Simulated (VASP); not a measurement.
BAs:

```
As B
1.0
     0.00000    2.38850    2.38850
     2.38850    0.00000    2.38850
     2.38850    2.38850    0.00000
As B
1 1
Direct
  0.75000 0.75000 0.75000
  0.00000 0.00000 0.00000
```

* Program: VASP 6.6.1
* Task: relaxation of cell and atoms
* Functional: B3LYP
* Potentials or basis: VASP PAW PBE potentials, release 64 (As, B)
* Cutoff: 600 eV
* k mesh: 5 × 5 × 5
* Occupations: fermi-dirac, width 0.05 eV
* Spin: no spin polarisation

At the start: pressure 4.4 GPa; volume 13.63 Å³/atom.

Q: Where does the relaxation end?

A: Over 3 steps the energy falls by 5.6 meV/atom and the volume is 14.05 Å³/atom (+3.1 %); space group F-43m (No. 216, to 0.05 Å).

The path:
```
step  energy change (eV)  largest force (eV/Å)  pressure (GPa)  volume (Å³)
   1              0.0000                0.0000            4.37        27.25
   2             -0.0053                0.0000           -2.88        28.75
   3             -0.0112                0.0000           -0.02        28.10
```

Final structure:
```
CELL_PARAMETERS angstrom
0.00000 2.41301 2.41301
2.41301 0.00000 2.41301
2.41301 2.41301 0.00000
ATOMIC_POSITIONS crystal
As 0.75000 0.75000 0.75000
B 0.00000 0.00000 0.00000
```

Caveat: the k mesh is coarse (spacing up to 0.46 Å⁻¹), so the values aren't converged, least of all with exact exchange; the PAW data sets were made with another functional, which shifts forces and pressure a little.
